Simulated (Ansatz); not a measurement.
Set up this calculation in Ansatz 0.2.0, as the native input.

- Task: band structure
- Functional: PBE
- Potentials or basis: JTH PAW
- Cutoff: 750 eV (not typed: the program's choice for these potentials)
- k mesh: 8 × 8 × 5
- Occupations: fermi-dirac, width 0.05 eV
- Spin: no spin polarisation
- Path: [["G", "M", "K", "G", "A", "L", "H", "A"], ["L", "M"], ["K", "H"]]
- Points for each segment of the path: 14

PtSe2 (Sudovikovite):

```
CELL_PARAMETERS angstrom
3.72400 0.00000 0.00000
-1.86200 3.22508 0.00000
0.00000 0.00000 5.06200
ATOMIC_POSITIONS crystal
Pt 0.00000 0.00000 0.00000
Se 0.66667 0.33333 0.75000
Se 0.33333 0.66667 0.25000
```

One way to write it, as run:

input.yaml

```yaml
crystal:
  lattice:
    - [3.724, 0.0, 0.0]
    - [-1.862, 3.2250786037, 0.0]
    - [0.0, 0.0, 5.062]
  atoms:
    - { symbol: Pt, position: [0.0, 0.0, 0.0] }
    - { symbol: Se, position: [0.6666666667, 0.3333333333, 0.75] }
    - { symbol: Se, position: [0.3333333333, 0.6666666667, 0.25] }
hamiltonian:
  xc: pbe
  pseudopotentials: { kind: paw, source: jth }
kpoints:
  mp_grid: { grid: [8, 8, 5] }
  band_path:
    path:
      - [[0.0, 0.0, 0.0], [0.5, 0.0, 0.0], [0.3333333333, 0.3333333333, 0.0], [0.0, 0.0, 0.0], [0.0, 0.0, 0.5], [0.5, 0.0, 0.5], [0.3333333333, 0.3333333333, 0.5], [0.0, 0.0, 0.5]]
      - [[0.5, 0.0, 0.5], [0.5, 0.0, 0.0]]
      - [[0.3333333333, 0.3333333333, 0.0], [0.3333333333, 0.3333333333, 0.5]]
    npoints: 14
scf:
  occupations: { method: fermi_dirac, width: 0.05 }
  n_extra_bands: 7
output:
  forces: true
  stress: true
  eigenvalues: true
  fatbands: false
```

Potentials or basis: JTH PAW.

The run is started by

```bash
$ ansatz run input.yaml --threads 2 --pin off --max-ram 5120MiB --backend cpu --events-out ev --progress --plain --runs-dir out
```

Results of the run:

The pressure is 7.9 GPa and the largest force is 0.685 eV/Å. The band gap on the k mesh is none (metal or under the smearing width).

Caveat: spin-orbit coupling is left out, which moves the levels of the heavy elements.

Run time: 4.4 s on 2 threads of Intel(R) Xeon(R) CPU @ 2.60GHz (Ice Lake), on a shared host, peak memory 0.52 GiB.
